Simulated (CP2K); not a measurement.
Crystal: KCl (Sylvite).

```
K Cl
1.0
     4.44978    0.00000    0.00000
     2.22489    3.85362    0.00000
     2.22489    1.28454    3.63323
K Cl
1 1
Direct
  0.00000 0.00000 0.00000
  0.50000 0.50000 0.50000
```

Program: CP2K 2026.2. Alike in all runs: task band structure; potentials or basis POTENTIAL_UZH K GTH-PBE-q9, Cl GTH-PBE-q7; TZVP-MOLOPT-PBE-GTH basis; no spin polarisation; cell as given; k mesh 7 × 7 × 7; smearing fermi-dirac 0.05 eV.

Order these runs on this cell by their band gap on the k mesh, lowest first.
A. level HLE17
B. level PBE
C. level PBEsol
D. level LDA

D (4.69 eV), C (4.98 eV), B (5.16 eV), A (6.87 eV).

Caveats: the basis of atomic orbitals isn't converged, which shifts pressures, moduli and gaps; the potentials were made for a functional far from this one (some runs).

